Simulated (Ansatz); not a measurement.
The system is Nb.

```
CELL_PARAMETERS angstrom
0.00000 2.11500 2.11500
2.11500 0.00000 2.11500
2.11500 2.11500 0.00000
ATOMIC_POSITIONS crystal
Nb 0.00000 0.00000 0.00000
```

This isn't the form of Nb at room conditions, which is bcc.

```yaml
Program: Ansatz 0.2.0
Task: relaxation of cell and atoms
Functional: BLYP
Potentials_or_basis: Ansatz PAW
Cutoff: "420 eV (not typed: the program's choice for these potentials)"
k_mesh: 11 × 11 × 11
Occupations: fermi-dirac, width 0.05 eV
Spin: no spin polarisation
```

At the start: volume 18.92 Å³/atom.

How do energy, volume and symmetry change on relaxing?

It ends after 4 steps and the volume is 19.41 Å³/atom (+2.6 %); space group Fm-3m (No. 225, to 0.05 Å).

The path:
| step | energy change (eV) | largest force (eV/Å) | volume (Å³) |
| --- | --- | --- | --- |
| 1 | 0.0000 | 0.0000 | 18.92 |
| 2 | -0.0060 | 0.0000 | 19.45 |
| 3 | -0.0060 | 0.0000 | 19.41 |
| 4 | -0.0061 | 0.0000 | 19.41 |

Final structure:
```
Nb
1.0
     0.00000    2.13307    2.13307
     2.13307    0.00000    2.13307
     2.13307    2.13307    0.00000
Nb
1
Direct
  0.00000 0.00000 0.00000
```

Caveat: the plane-wave basis is chosen anew once the cell has moved, so the energies of steps on either side of that aren't comparable; the PAW data sets come from PBE, with cores solved anew for the run's functional, which leaves a small shift of forces and pressure.
